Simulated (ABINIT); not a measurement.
Mo:

```
Mo
1.0
    -1.58381    1.58381    1.58381
     1.58381   -1.58381    1.58381
     1.58381    1.58381   -1.58381
Mo
1
Direct
  0.00000 0.00000 0.00000
```

Base run:

```yaml
Program: ABINIT 10.8.3 (patched build)
Functional: SCAN
Potentials_or_basis: JTH PAW PBE v2.0
Cutoff: 490 eV
k_mesh: 12 × 12 × 12
Occupations: fermi-dirac, width 0.05 eV
Spin: no spin polarisation
```

Its results: band gap on the k mesh none (metal or under the smearing width); pressure -4.9 GPa.

Problem. After a change of settings the same cell gave: band gap on the k mesh none (metal or under the smearing width); pressure 0.7 GPa. Which change was it?
A. functional from SCAN to AM05
B. functional from SCAN to WC
C. functional from SCAN to revPBE
D. functional from SCAN to BLYP

Solution. C.

Caveats: the PAW data sets were made with another functional, which shifts forces and pressure a little.

Runs at the PBE level aren't shown here.
